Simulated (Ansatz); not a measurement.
A relaxation computed with Ansatz, from input to last step.

```yaml
crystal:
  lattice:
    - [4.738447628, 0.0, 0.0]
    - [-2.369223814, 4.1036160203, 0.0]
    - [0.0, 0.0, 8.2468892039]
  atoms:
    - { symbol: Pb, position: [0.0, 0.0, 0.0] }
    - { symbol: I, position: [0.3333333333, 0.6666666667, 0.2280452429] }
    - { symbol: I, position: [0.6666666667, 0.3333333333, 0.7719547571] }
basis:
  ecutwfc: 420
kpoints:
  mp_grid: { grid: [6, 6, 4] }
hamiltonian:
  xc: pbe
scf:
  occupations: { method: gaussian, width: 0.02 }
output:
  forces: true
  stress: true
  eigenvalues: true
  write_density: true
  write_potential: true
  elf: true
  volumetric_format: npy
relax:
  adjacent_minimum: "off"
  f_tol: 0.01
  max_steps: 30
  cell: { stress_tol: 0.1, fix: [volume] }
```

```bash
ansatz run input.yaml --threads 1 --pin off --max-ram 2560MiB --backend cpu --events-out ev --progress --plain --runs-dir out
```

Computed with DFT PBE, scalar-relativistic, plane waves, PAW (Ansatz).

The volume is held at 1.1 times that of the relaxed cell.

Of 5 frames 4 are shown, positions in Å and forces in eV/Å; the SCF threshold varies from step to step. Steps run on the plane waves of an earlier cell, with a Pulay correction in the pressure. The basis is chosen afresh for the last frame, the zero of the energies, and at times for earlier ones too; energy and pressure step there, also at an unchanged geometry.

```xyz
3
Lattice="4.7384 0.0000 0.0000 -2.3692 4.1036 0.0000 0.0000 0.0000 8.2469" Properties=species:S:1:pos:R:3:forces:R:3 pbc="T T T" step=1 free_energy_over_end_meV_per_atom=4.13 pressure_GPa=-0.71
Pb    0.0000    0.0000    0.0000    0.0000    0.0000    0.0000
I     0.0000    2.7357    1.8807    0.0000    0.0000   -0.1662
I     2.3692    1.3679    6.3662    0.0000    0.0000    0.1662
3
Lattice="4.7300 0.0000 0.0000 -2.3650 4.0963 0.0000 0.0000 0.0000 8.2763" Properties=species:S:1:pos:R:3:forces:R:3 pbc="T T T" step=2 free_energy_over_end_meV_per_atom=0.75 pressure_GPa=-0.19
Pb    0.0000    0.0000    0.0000    0.0000    0.0000    0.0000
I     0.0000    2.7309    1.8288    0.0000    0.0000    0.0033
I     2.3650    1.3654    6.4475    0.0000    0.0000   -0.0033
3
Lattice="4.7203 0.0000 0.0000 -2.3602 4.0879 0.0000 0.0000 0.0000 8.3103" Properties=species:S:1:pos:R:3:forces:R:3 pbc="T T T" step=3 free_energy_over_end_meV_per_atom=0.49 pressure_GPa=-0.15
Pb    0.0000    0.0000    0.0000    0.0000    0.0000    0.0000
I     0.0000    2.7253    1.8331    0.0000    0.0000    0.0066
I     2.3602    1.3626    6.4772    0.0000    0.0000   -0.0066
3
Lattice="4.6818 0.0000 0.0000 -2.3409 4.0545 0.0000 0.0000 0.0000 8.4478" Properties=species:S:1:pos:R:3:forces:R:3 pbc="T T T" step=5 free_energy_over_end_meV_per_atom=0.00 pressure_GPa=-0.06
Pb    0.0000    0.0000    0.0000    0.0000    0.0000    0.0000
I     0.0000    2.7030    1.8571    0.0000    0.0000   -0.0007
I     2.3409    1.3515    6.5907    0.0000    0.0000    0.0007
```

The run took 34 s on 1 thread of Intel(R) Xeon(R) Platinum 8259CL CPU @ 2.50GHz (Skylake/Cascade Lake), with other jobs on the host, peak memory 0.51 GiB.

Spin–orbit coupling is left out, which can shift energies with elements as heavy as these. The cell holds layers, and where no dispersion correction was added their binding is poorly described.